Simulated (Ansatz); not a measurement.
A (001) slab of relaxed bulk Ir (Fm-3m, 14.50 Å³/atom, gap on the mesh 0.00 eV), 4 planes in a 6×1 cell with the lowest 2 held; added atoms sit on lattice sites of the next plane. A dipole correction is on. The surface energy is the mean of the held and the free face; step energies are per length and the mean of the stripe's two steps, which run along the shortest translation of the plane; step and island energies count from the flat slab and bulk atoms.

The calculation used DFT PBE, scalar-relativistic, plane waves, PAW in Ansatz.

Cutoff 420 eV, Gaussian smearing of 0.10 eV, energies at zero smearing, symmetry of each start kept, no spin polarisation.

| start | atoms | k mesh | surface energy (J/m²) | step energy (meV/Å) |
| --- | --- | --- | --- | --- |
| flat slab | 24 | 2×12×1 | 3.03 | - |
| stripe of 2 atoms | 26 | 2×12×1 | - | 47 |
| stripe of 3 atoms | 27 | 2×12×1 | - | 30 |

A dash: not computed, or not clear enough to read.

Zero in every row: gap on the mesh (eV).

Spin-orbit coupling is left out, which matters for the bands of heavy elements.

Small energy differences in metals hang on the k mesh (about 10 mJ/m² or 1 to 2 meV/atom on the mesh of the relaxation).

Cost: 3 runs of about 2.9 core-hours in all, on Arm Neoverse V2 (shared hosts).